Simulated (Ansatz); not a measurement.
Working through a calculation of the dielectric tensor and Born charges of GaP, space group R-3m

With Ansatz 0.2.0, Python API.

The cells in order, each with its output:

**Cell 1**
```python
import ansatz as az
import numpy as np
```

**Cell 2**
```python
structure = (
    az.Lattice.from_parameters(6.810952, 6.810952, 6.810952, alpha=33.15094, beta=33.15094, gamma=33.15094)
    .atom("Ga", (0.435372, 0.435372, 0.435372))
    .atom("Ga", (0.564628, 0.564628, 0.564628))
    .atom("P", (0.057389, 0.057389, 0.057389))
    .atom("P", (0.942611, 0.942611, 0.942611))
)
```

**Cell 3**
```python
calc = structure.calculation().functional("lda").basis(420).kpoints(6, 6, 6).occupations("fixed").dielectric()
done = calc.run(threads=1, backend="cpu")
response = done.dielectric
eps = np.asarray(response.eps_inf)
```

**Cell 4**
```python
print(f"mean eps_inf {np.trace(eps) / 3:.3f}, fraction of exact exchange 1/eps = {3 / np.trace(eps):.3f}")
print(np.array2string(eps, precision=3, suppress_small=True))
for site, z in zip(done.lattice.sites, response.zstar_e):
    print(f"{site.symbol:2s} Z* trace/3 = {np.trace(z) / 3:+.3f} e")
print(f"charge neutrality missed by {response.zstar_sum_residual_pre_e:.4f} e before the sum rule")
```
Output:
```text
mean eps_inf 13.285, fraction of exact exchange 1/eps = 0.075
[[14.826  0.732  0.448]
 [ 0.732 12.583  0.133]
 [ 0.448  0.133 12.447]]
Ga Z* trace/3 = +1.505 e
Ga Z* trace/3 = +1.505 e
P  Z* trace/3 = -1.505 e
P  Z* trace/3 = -1.505 e
charge neutrality missed by 0.0040 e before the sum rule
```

What to keep in mind:
- The Fermi level of a run with fixed occupations marks the highest occupied state on its mesh, not mid-gap.
- Averages over directions belong to no single polarisation, least of all in layered crystals.
- Pressure is positive in compression.
- The structure comes from a database of computed cells and needn't be a stable or known phase.
- This is the electronic (clamped-ion) response; a semilocal gap that is too small tends to raise it. The typed mesh is that of the SCF; the response is solved on denser meshes that the run picks.
- The whole script took 3 min on 1 thread of Arm Neoverse V2, on a shared host, peak memory 1.3 GiB.

(Lines on the test bed's own set-up are left out of the output.)
